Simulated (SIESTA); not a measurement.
## AlN under changes of volume

One of the cells (10.626 Å³/atom); the others are scaled copies at fixed shape and fractional positions:

```
Al N
1.0
     0.00000    2.19846    2.19846
     2.19846    0.00000    2.19846
     2.19846    2.19846    0.00000
Al N
1 1
Direct
  0.00000 0.00000 0.00000
  0.25000 0.25000 0.25000
```

Measurements of this composition are mostly on another form, of space group No. 186.

- Program: SIESTA 5.4.2
- Functional: PBE
- Potentials or basis: PseudoDojo 0.4 standard (PBE files)
- Basis: DZP (energy shift 0.003 Ry)
- Grid cutoff: 800 Ry
- Energy shift: 0.003 Ry
- k mesh: 10 × 10 × 10
- Occupations: fermi-dirac, width 0.05 eV
- Spin: no spin polarisation

```csv
volume (Å³/atom),energy over the lowest point (meV/atom),pressure (GPa),gap on the mesh (eV)
9.792,57.33,20.9,3.26
10.001,33.67,15.6,3.26
10.209,16.64,10.7,3.26
10.626,?,?,?
10.834,0.00,-1.6,3.24
11.042,4.35,-5.0,3.24
```

What does the run at 10.626 Å³/atom give?

Energy over the lowest point 0.31 meV/atom; pressure 2.1 GPa; gap on the mesh 3.25 eV.

Worked out: A Birch-Murnaghan fit of order 3 (a polynomial in V^(-2/3)) to the other rows has its minimum at 10.74 Å³/atom with B0 = V·E''(V) = 193 GPa and B' = 3.4. It gives 0.29 meV/atom at 10.626 Å³/atom, against the run's 0.31, and -dE/dV = 2.1 GPa, against 2.1. A straight line through the other rows of the gap, of slope -0.201 eV per unit of ln V, gives 3.25 eV, against the run's 3.25.

Energies are extrapolated to zero smearing.

Caveats: the basis of atomic orbitals isn't converged, which shifts pressures, moduli and gaps.

A mesh can miss the band edges.
